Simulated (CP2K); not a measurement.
C:

```
C
1.0
     2.52210    0.00000    0.00000
    -1.26105    2.18420    0.00000
     0.00000    0.00000    8.23710
C
8
Direct
  0.66667 0.33333 0.84375
  0.33333 0.66667 0.34375
  0.66667 0.33333 0.65625
  0.33333 0.66667 0.15625
  0.00000 0.00000 0.90625
  0.00000 0.00000 0.40625
  0.00000 0.00000 0.59375
  0.00000 0.00000 0.09375
```

This is a hexagonal form of diamond, not graphite.

Base run:

- Program: CP2K 2026.2
- Functional: LDA
- Potentials or basis: POTENTIAL_UZH C GTH-PBE-q4; DZVP-MOLOPT-PBE-GTH basis
- Density cutoff: 9184 eV
- k mesh: 9 × 9 × 3
- Occupations: fermi-dirac, width 0.05 eV
- Spin: no spin polarisation

Its results: band gap on the k mesh 4.80 eV, indirect (least direct gap 5.23 eV); pressure 0.7 GPa; largest force 0.346 eV/Å.

**Question.** After a change of settings the same cell gave: band gap on the k mesh 5.04 eV, indirect (least direct gap 5.31 eV); pressure 5.7 GPa; largest force 0.341 eV/Å. Which change was it?
A. functional from LDA to TASK
B. functional from LDA to PBEsol
C. functional from LDA to RPBE
D. functional from LDA to WC

**Answer.** C.

RPBE binds less tightly than LDA, so the same cell stands under more pressure.

Caveats: the potentials were made for another functional, which shifts forces and pressure; an odd mesh through Γ misses points on the zone boundary, where band edges often lie; the basis of atomic orbitals isn't converged, which shifts pressures, moduli and gaps.

Runs at the PBE level aren't shown here.
